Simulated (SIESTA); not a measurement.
CdS under changes of volume

One of the cells (20.871 Å³/atom); the others are scaled copies at fixed shape and fractional positions:

```
CELL_PARAMETERS angstrom
0.00000 2.75324 2.75324
2.75324 0.00000 2.75324
2.75324 2.75324 0.00000
ATOMIC_POSITIONS crystal
Cd 0.00000 0.00000 0.00000
S 0.50000 0.50000 0.50000
```

Measurements of this composition are mostly on another form, of space group No. 186.

* Program: SIESTA 5.4.2
* Functional: PBEsol
* Potentials or basis: PseudoDojo 0.4 standard (PBEsol files)
* Basis: DZP (energy shift 0.003 Ry; two zetas on semicore shells)
* Grid cutoff: 800 Ry
* Energy shift: 0.003 Ry
* k mesh: 8 × 8 × 8
* Occupations: fermi-dirac, width 0.05 eV
* Spin: no spin polarisation

```csv
volume (Å³/atom),energy over the lowest point (meV/atom),pressure (GPa)
19.618,0.00,0.7
20.036,?,?
20.453,5.85,-2.8
20.871,14.89,-4.1
21.288,27.31,-5.4
21.705,42.85,-6.5
22.123,61.06,-7.5
```

**Question.** What does the run at 20.036 Å³/atom give?

**Answer.** Energy over the lowest point 0.66 meV/atom; pressure -1.2 GPa.

Worked out: A Birch-Murnaghan fit of order 3 (a polynomial in V^(-2/3)) to the other rows has its minimum at 19.76 Å³/atom with B0 = V·E''(V) = 86 GPa and B' = 4.8. It gives 0.73 meV/atom at 20.036 Å³/atom, against the run's 0.66, and -dE/dV = -1.2 GPa, against -1.2.

Energies are extrapolated to zero smearing.

Caveats: the basis of atomic orbitals isn't converged, which shifts pressures, moduli and gaps.
